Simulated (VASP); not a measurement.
# Ba (Pm-3m) in VASP: further runs

Runs on Ba. Level: PBE. Tasks: single point.

Everything below comes from runs of VASP 6.6.1. Logs are shortened: lines on timing, memory, paths and dates and some standing lists are left out, and cuts for length are marked.

**1. Starting point**

The structure is cubic, space group Pm-3m (No. 221). The conventional cell has a = 3.918 Å, b = 3.918 Å, c = 3.918 Å, α = 90.00°, β = 90.00°, γ = 90.00°. Ba (site symmetry m-3m) has 6 Ba at 3.92 Å as nearest neighbours.

This isn't the form of Ba at room conditions, which is bcc.

**2. Single point, PBE**

INCAR reads:

```
PREC = Accurate
ENCUT = 450
EDIFF = 1E-6
ISMEAR = 0
SIGMA = 0.2
LREAL = F
LASPH = T
NELM = 100
ALGO = Normal
ISIF = 2
LWAVE = F
LCHARG = F
GGA = PE
ADDGRID = F
```

KPOINTS reads:

```
regular mesh
0
Gamma
  14 14 14
```

POSCAR reads:

```
Ba
1.0
    3.9784390000     -0.0454340000      0.0410850000
   -0.0454340000      3.9110040000      0.0402290000
    0.0410850000      0.0402290000      3.8659060000
Ba
1
Direct
   -0.0007550000      0.0095990000     -0.0077320000
```

Potentials or basis: VASP PAW PBE potentials, release 64 (Ba_sv).

Run with:

```bash
$ cat potpaw_PBE.64/Ba_sv/POTCAR > POTCAR
$ mpirun -np 1 vasp_std > vasp.out
```

OUTCAR:

```text
PREC = Accurate
   ENCUT = 450
   EDIFF = 1E-6
   ISMEAR = 0
   LREAL = F
   LASPH = T
   NELM = 100
   ISIF = 2
   GGA = PE

 Found   1376 irreducible k-points:

 Following reciprocal coordinates:
            Coordinates               Weight
  0.000000  0.000000  0.000000      1.000000
  0.071429  0.000000 -0.000000      2.000000
  0.142857 -0.000000 -0.000000      2.000000
  0.214286 -0.000000 -0.000000      2.000000
  0.285714 -0.000000 -0.000000      2.000000
  0.357143 -0.000000  0.000000      2.000000
   k-points           NKPTS =   1376   k-points in BZ     NKDIM =   1376   number of bands    NBANDS=      9
   number of dos      NEDOS =    301   number of ions     NIONS =      1
   total plane-waves  NPLWV =  21952
   dimension x,y,z NGX =    28 NGY =   28 NGZ =   28
   dimension x,y,z NGXF=    56 NGYF=   56 NGZF=   56
   ions per type =               1
   NGX,Y,Z   is equivalent  to a cutoff of  11.70, 11.90, 12.04 a.u.
   NGXF,Y,Z  is equivalent  to a cutoff of  23.40, 23.80, 24.08 a.u.
 SYSTEM =  unknown system
   PREC   = accura    normal or accurate (medium, high low for compatibility)
   ISTART =      0    job   : 0-new  1-cont  2-samecut
   ICHARG =      2    charge: 1-file 2-atom 10-const
   ISPIN  =      1    spin polarized calculation?
   LNONCOLLINEAR =      F non collinear calculations
   LSORBIT =      F    spin-orbit coupling
   LASPH  =      T    aspherical Exc in radial PAW
   ENCUT  =  450.0 eV  33.07 Ry    5.75 a.u.   6.88  6.77  6.69*2*pi/ulx,y,z
   NELM   =    100;   NELMIN=  2; NELMDL= -5     # of ELM steps
   EDIFF  = 0.1E-05   stopping-criterion for ELM
   LREAL  =      F    real-space projection
   EDIFFG = 0.1E-04   stopping-criterion for IOM
   NSW    =      0    number of steps for IOM
   IBRION =     -1    ionic relax: 0-MD 1-quasi-New 2-CG
   NFREE  =      0    steps in history (QN), initial steepest desc. (CG)
   ISIF   =      2    stress and relaxation
   ISYM   =      2    0-nonsym 1-usesym 2-fastsym
   POTIM  = 0.5000    time-step for ionic-motion
   TEBEG  =    0.0;   TEEND  =   0.0 temperature during run
   PSTRESS=    0.0 pullay stress
   NELECT =      10.0000    total number of electrons
   NUPDOWN=      -1.0000    fix difference up-down
   EMIN   =  10.00;   EMAX   =-10.00  energy-range for DOS
   EFERMI =   0.00;   METHOD = LEGACY
   ISMEAR =     0;   SIGMA  =   0.20  broadening in eV -4-tet -1-fermi 0-gaus
   EFERMI_NEDOS =   21; number of points for ismear=-14 and -15
   IALGO  =     38    algorithm
   IMIX   =      4    mixing-type and parameters
     AMIX     =   0.40;   BMIX     =  1.00
     AMIX_MAG =   1.60;   BMIX_MAG =  1.00
  volume/ion in A,a.u.               =      60.13       405.78
  Fermi-wavevector in a.u.,A,eV,Ry     =   0.900275  1.701272 11.027447  0.810495
  Thomas-Fermi vector in A             =   2.023212
   LORBIT       =      0    0 simple, 1 ext, 2 COOP (PROOUT), +10 PAW based schemes
   GGA     = PE    functional components
   LHFCALC =     F    Hartree Fock is set to
   AEXX    =    0.0000 exact exchange contribution
   IVDW    =     0    specifies the selected vdW correction
   LEPSILON=     F    determine dielectric tensor
   LRPA    =     F    only Hartree local field effects (RPA)
 non-spin polarized calculation
 Gauss-broadening in eV      SIGMA  =   0.20
  energy-cutoff  :      450.00
  volume of cell :       60.13
 maximum number of plane-waves:      1323
   NGX = 13   NGY = 13   NGZ = 13

 number of electron      10.0000000 magnetization

 number of electron       9.9999999 magnetization

 Free energy of the ion-electron system (eV)
  ---------------------------------------------------
  ext. energy  EPLUGINS =         0.00000000
  ---------------------------------------------------
  free energy    TOTEN  =        -1.60177459 eV

  energy without entropy =       -1.58571235  energy(sigma->0) =       -1.59374347

 E-fermi :   1.7368     XC(G=0):  -7.5420

 val. band max:        1.7304723612   @ k =   0.4286   0.5000   0.5000
 cond. band min:       1.7406275023   @ k =   0.5000   0.1429   0.1429
 fundamental gap:      0.0101551411
 Fermi energy:         1.7367955937

 k-point     1 :       0.0000    0.0000    0.0000
  band No.  band energies     occupation
      1     -27.3986      2.00000
      2     -12.2517      2.00000
      3     -12.2068      2.00000
      4     -12.1734      2.00000
      5      -0.8512      2.00000
      6       1.7624      0.85660
      7       1.7698      0.81554
      8       6.6174      0.00000
      9       6.7016      0.00000

 k-point     2 :       0.0714    0.0000   -0.0000
  band No.  band energies     occupation
      1     -27.3960      2.00000
      2     -12.2879      2.00000
      3     -12.2039      2.00000
      4     -12.1705      2.00000
      5      -0.7745      2.00000
      6       1.7851      0.73264
      7       1.8431      0.45231
      8       6.4127      0.00000
      9       6.5087      0.00000

 k-point     3 :       0.1429   -0.0000   -0.0000
  band No.  band energies     occupation
      1     -27.3885      2.00000
      2     -12.3878      2.00000
      3     -12.1956      2.00000
      4     -12.1623      2.00000
      5      -0.5595      2.00000
      6       1.8491      0.42709
      7       2.0511      0.02625
      8       5.9780      0.00000
      9       6.0833      0.00000

 k-point     4 :       0.2143   -0.0000   -0.0000
  band No.  band energies     occupation
      1     -27.3776      2.00000
      2     -12.5275      2.00000
      3     -12.1835      2.00000
      4     -12.1503      2.00000
      5      -0.2436      2.00000
      6       1.9460      0.13899
      7       2.3405      0.00002
      8       5.4992      0.00000
      9       5.6113      0.00000

 k-point     5 :       0.2857   -0.0000   -0.0000
  band No.  band energies     occupation
      1     -27.3655      2.00000
      2     -12.6766      2.00000
      3     -12.1699      2.00000
      4     -12.1369      2.00000
      5       0.1288      2.00000
      6       2.0607      0.02200
      7       2.5950      0.00000
      8       5.0762      0.00000
      9       5.1917      0.00000

 k-point     6 :       0.3571   -0.0000    0.0000
  band No.  band energies     occupation
      1     -27.3545      2.00000
      2     -12.8059      2.00000
      3     -12.1576      2.00000
      4     -12.1248      2.00000
      5       0.5123      2.00000
      6       2.1714      0.00212
      7       2.6771      0.00000
      8       4.7524      0.00000
      9       4.8700      0.00000

 [... further k-points ...]
[... 5 lines left out ...]
  --------------------------------------------------------------------------------------
  -------------------------------------------------------------------------------------
  Total       -0.0630888      0.1400737      0.2891731     -0.0483687      0.0395868      0.0428230
  in kB       -1.6809828      3.7322255      7.7049380     -1.2887706      1.0547798      1.1410076
  external PRESSURE =       3.2520602 kB  Pullay stress =       0.0000000 kB

 VOLUME and BASIS-vectors are now :
 -----------------------------------------------------------------------------
  energy-cutoff  :      450.00
  volume of cell :       60.13
      direct lattice vectors                 reciprocal lattice vectors
     3.978439000 -0.045434000  0.041085000     0.251416447  0.002948496 -0.002702616
    -0.045434000  3.911004000  0.040229000     0.002948496  0.255750771 -0.002692703
     0.041085000  0.040229000  3.865906000    -0.002702616 -0.002692703  0.258728319

 POSITION                                       TOTAL-FORCE (eV/Angst)
 -----------------------------------------------------------------------------------
      4.01577      0.03206      3.87745         0.000000      0.000000      0.000000
 -----------------------------------------------------------------------------------
    total drift:                               -0.000000     -0.000001     -0.000001

  FREE ENERGIE OF THE ION-ELECTRON SYSTEM (eV)
  ---------------------------------------------------
  free  energy   TOTEN  =        -1.6017745857 eV

  energy  without entropy=       -1.5857123540  energy(sigma->0) =       -1.59374347
```

It took 5.3 min on 1 thread of Intel Xeon Platinum 8259CL at 2.50GHz (Skylake/Cascade Lake), shared host; peak memory 0.7 GiB.

These settings aren't checked as converged: the numbers below hold their error.

What came out:

| Quantity | Value |
| --- | --- |
| Free energy | -1.6018 eV |
| Pressure | 0.3 GPa |
| Band gap on the k mesh | none (metal or under the smearing width) |

**3. Single point, PBE**

Changes to INCAR since step 2:

```diff
@@ -3,3 +3,3 @@
 EDIFF = 1E-6
-ISMEAR = 0
+ISMEAR = -1
 SIGMA = 0.2
```

KPOINTS is that of step 2.

POSCAR reads:

```
Ba
1.0
    3.9177175405      0.0000000000      0.0000000000
    0.0000000000      3.9177175405      0.0000000000
    0.0000000000      0.0000000000      3.9177175405
Ba
1
Direct
    0.0000000000      0.0000000000      0.0000000000
```

Potentials or basis: VASP PAW PBE potentials, release 64 (Ba_sv).

Run with:

```bash
$ cat potpaw_PBE.64/Ba_sv/POTCAR > POTCAR
$ mpirun -np 1 vasp_std > vasp.out
```

Run time: 23 s. Hardware: 1 thread of Intel Xeon Platinum 8259CL at 2.50GHz (Skylake/Cascade Lake), shared host; peak memory 0.19 GiB.

The run converged, but some of its settings lie outside the range that counts as converged, so its numbers aren't taken as properties of the crystal.

Results:

```yaml
Free_energy: -1.6790 eV
Pressure: 0.5 GPa
Band_gap_on_the_k_mesh: none (metal or under the smearing width)
```

**4. Single point, PBE**

INCAR is that of step 3.

KPOINTS is that of step 3.

POSCAR reads:

```
Ba
1.0
    3.9784390000     -0.0454340000      0.0410850000
   -0.0454340000      3.9110040000      0.0402290000
    0.0410850000      0.0402290000      3.8659060000
Ba
1
Direct
   -0.0007550000      0.0095990000     -0.0077320000
```

Potentials or basis: VASP PAW PBE potentials, release 64 (Ba_sv).

Run with:

```bash
$ cat potpaw_PBE.64/Ba_sv/POTCAR > POTCAR
$ mpirun -np 1 vasp_std > vasp.out
```

OUTCAR:

```text
PREC = Accurate
   ENCUT = 450
   EDIFF = 1E-6
   ISMEAR = -1
   LREAL = F
   LASPH = T
   NELM = 100
   ISIF = 2
   GGA = PE

 Found   1376 irreducible k-points:

 Following reciprocal coordinates:
            Coordinates               Weight
  0.000000  0.000000  0.000000      1.000000
  0.071429  0.000000 -0.000000      2.000000
  0.142857 -0.000000 -0.000000      2.000000
  0.214286 -0.000000 -0.000000      2.000000
  0.285714 -0.000000 -0.000000      2.000000
  0.357143 -0.000000  0.000000      2.000000
   k-points           NKPTS =   1376   k-points in BZ     NKDIM =   1376   number of bands    NBANDS=      9
   number of dos      NEDOS =    301   number of ions     NIONS =      1
   total plane-waves  NPLWV =  21952
   dimension x,y,z NGX =    28 NGY =   28 NGZ =   28
   dimension x,y,z NGXF=    56 NGYF=   56 NGZF=   56
   ions per type =               1
   NGX,Y,Z   is equivalent  to a cutoff of  11.70, 11.90, 12.04 a.u.
   NGXF,Y,Z  is equivalent  to a cutoff of  23.40, 23.80, 24.08 a.u.
 SYSTEM =  unknown system
   PREC   = accura    normal or accurate (medium, high low for compatibility)
   ISTART =      0    job   : 0-new  1-cont  2-samecut
   ICHARG =      2    charge: 1-file 2-atom 10-const
   ISPIN  =      1    spin polarized calculation?
   LNONCOLLINEAR =      F non collinear calculations
   LSORBIT =      F    spin-orbit coupling
   LASPH  =      T    aspherical Exc in radial PAW
   ENCUT  =  450.0 eV  33.07 Ry    5.75 a.u.   6.88  6.77  6.69*2*pi/ulx,y,z
   NELM   =    100;   NELMIN=  2; NELMDL= -5     # of ELM steps
   EDIFF  = 0.1E-05   stopping-criterion for ELM
   LREAL  =      F    real-space projection
   EDIFFG = 0.1E-04   stopping-criterion for IOM
   NSW    =      0    number of steps for IOM
   IBRION =     -1    ionic relax: 0-MD 1-quasi-New 2-CG
   NFREE  =      0    steps in history (QN), initial steepest desc. (CG)
   ISIF   =      2    stress and relaxation
   ISYM   =      2    0-nonsym 1-usesym 2-fastsym
   POTIM  = 0.5000    time-step for ionic-motion
   TEBEG  =    0.0;   TEEND  =   0.0 temperature during run
   PSTRESS=    0.0 pullay stress
   NELECT =      10.0000    total number of electrons
   NUPDOWN=      -1.0000    fix difference up-down
   EMIN   =  10.00;   EMAX   =-10.00  energy-range for DOS
   EFERMI =   0.00;   METHOD = LEGACY
   ISMEAR =    -1;   SIGMA  =   0.20  broadening in eV -4-tet -1-fermi 0-gaus
   EFERMI_NEDOS =   21; number of points for ismear=-14 and -15
   IALGO  =     38    algorithm
   IMIX   =      4    mixing-type and parameters
     AMIX     =   0.40;   BMIX     =  1.00
     AMIX_MAG =   1.60;   BMIX_MAG =  1.00
  volume/ion in A,a.u.               =      60.13       405.78
  Fermi-wavevector in a.u.,A,eV,Ry     =   0.900275  1.701272 11.027447  0.810495
  Thomas-Fermi vector in A             =   2.023212
   LORBIT       =      0    0 simple, 1 ext, 2 COOP (PROOUT), +10 PAW based schemes
   GGA     = PE    functional components
   LHFCALC =     F    Hartree Fock is set to
   AEXX    =    0.0000 exact exchange contribution
   IVDW    =     0    specifies the selected vdW correction
   LEPSILON=     F    determine dielectric tensor
   LRPA    =     F    only Hartree local field effects (RPA)
 non-spin polarized calculation
  energy-cutoff  :      450.00
  volume of cell :       60.13
 maximum number of plane-waves:      1323
   NGX = 13   NGY = 13   NGZ = 13

 number of electron      10.0000000 magnetization

 number of electron       9.9999999 magnetization

 Free energy of the ion-electron system (eV)
  ---------------------------------------------------
  ext. energy  EPLUGINS =         0.00000000
  ---------------------------------------------------
  free energy    TOTEN  =        -1.67810162 eV

  energy without entropy =       -1.46996011  energy(sigma->0) =       -1.57403087

 E-fermi :   1.7460     XC(G=0):  -7.5344

 val. band max:        1.7070353481   @ k =   0.1429   0.5000   0.2143
 cond. band min:       1.7482646948   @ k =   0.4286   0.4286   0.4286
 fundamental gap:      0.0412293467
 Fermi energy:         1.7459648494

 k-point     1 :       0.0000    0.0000    0.0000
  band No.  band energies     occupation
      1     -27.3351      2.00000
      2     -12.1940      2.00000
      3     -12.1479      2.00000
      4     -12.1133      2.00000
      5      -0.8503      2.00000
      6       1.7813      0.91201
      7       1.7871      0.89751
      8       6.6632      0.00000
      9       6.7470      0.00000

 k-point     2 :       0.0714    0.0000   -0.0000
  band No.  band energies     occupation
      1     -27.3324      2.00000
      2     -12.2305      2.00000
      3     -12.1450      2.00000
      4     -12.1103      2.00000
      5      -0.7734      1.99999
      6       1.8040      0.85588
      7       1.8605      0.72117
      8       6.4524      0.00000
      9       6.5508      0.00000
[... 37 lines left out ...]
 k-point     6 :       0.3571   -0.0000    0.0000
  band No.  band energies     occupation
      1     -27.2907      2.00000
      2     -12.7523      2.00000
      3     -12.0984      2.00000
      4     -12.0643      2.00000
      5       0.5182      1.99569
      6       2.1921      0.19410
      7       2.6838      0.01822
      8       4.7828      0.00000
      9       4.9019      0.00000

 [... further k-points ...]
[... 5 lines left out ...]
  --------------------------------------------------------------------------------------
  -------------------------------------------------------------------------------------
  Total        0.0300283      0.2116611      0.3448055     -0.0458414      0.0393057      0.0412184
  in kB        0.8000956      5.6396512      9.1872469     -1.2214322      1.0472903      1.0982533
  external PRESSURE =       5.2089979 kB  Pullay stress =       0.0000000 kB

 VOLUME and BASIS-vectors are now :
 -----------------------------------------------------------------------------
  energy-cutoff  :      450.00
  volume of cell :       60.13
      direct lattice vectors                 reciprocal lattice vectors
     3.978439000 -0.045434000  0.041085000     0.251416447  0.002948496 -0.002702616
    -0.045434000  3.911004000  0.040229000     0.002948496  0.255750771 -0.002692703
     0.041085000  0.040229000  3.865906000    -0.002702616 -0.002692703  0.258728319

 POSITION                                       TOTAL-FORCE (eV/Angst)
 -----------------------------------------------------------------------------------
      4.01577      0.03206      3.87745         0.000000     -0.000000      0.000000
 -----------------------------------------------------------------------------------
    total drift:                                0.000000     -0.000001     -0.000001

  FREE ENERGIE OF THE ION-ELECTRON SYSTEM (eV)
  ---------------------------------------------------
  free  energy   TOTEN  =        -1.6781016195 eV

  energy  without entropy=       -1.4699601110  energy(sigma->0) =       -1.57403087
```

OSZICAR:

```text
N       E                     dE             d eps       ncg     rms          rms(c)
DAV:   1     0.532711033748E+02    0.53271E+02   -0.40528E+03 24784   0.819E+02
DAV:   2     0.457903352973E+00   -0.52813E+02   -0.52105E+02 29443   0.147E+02
DAV:   3    -0.163148300781E+01   -0.20894E+01   -0.20722E+01 32195   0.331E+01
DAV:   4    -0.167916821018E+01   -0.47685E-01   -0.47528E-01 38217   0.428E+00
DAV:   5    -0.167966125355E+01   -0.49304E-03   -0.49279E-03 35709   0.283E-01    0.198E+00
DAV:   6    -0.167790195748E+01    0.17593E-02   -0.58478E-03 32128   0.808E-01    0.116E+00
DAV:   7    -0.167781517936E+01    0.86778E-04   -0.13089E-02 28990   0.127E+00    0.593E-02
DAV:   8    -0.167809758162E+01   -0.28240E-03   -0.64849E-04 37633   0.181E-01    0.268E-02
DAV:   9    -0.167810107846E+01   -0.34968E-05   -0.15115E-05 35902   0.351E-02    0.650E-03
DAV:  10    -0.167810161946E+01   -0.54101E-06   -0.34685E-06 35018   0.129E-02
   1 F= -.16781016E+01 E0= -.15740309E+01  d E =-.208142E+00
```

stdout:

```text
POSCAR found type information on POSCAR Ba
 POSCAR found :  1 types and       1 ions
 scaLAPACK will be used
 LDA part: xc-table for (Slater+PW92), standard interpolation
 POSCAR, INCAR and KPOINTS ok, starting setup
 FFT: planning ... GRIDC
 FFT: planning ... GRID_SOFT
 FFT: planning ... GRID
 WAVECAR not read
 entering main loop
```

Wall time 4.2 min (1 thread of Intel Xeon Platinum 8259CL at 2.50GHz (Skylake/Cascade Lake), shared host); peak memory 0.7 GiB.

The run converged, but some of its settings lie outside the range that counts as converged, so its numbers aren't taken as properties of the crystal.

Results:

```
Free energy            : -1.6781 eV
Pressure               : 0.5 GPa
Band gap on the k mesh : none (metal or under the smearing width)
```

**5. The reference run**

An earlier run on the cell as given: functional PBE; potentials or basis VASP PAW PBE potentials, release 64 (Ba_sv); cutoff 520 eV; k mesh 7 × 7 × 7; occupations fermi-dirac, width 0.05 eV; no spin polarisation.

* Pressure: 0.4 GPa
* Band gap on the k mesh: 0.15 eV, indirect (least direct gap 0.22 eV)
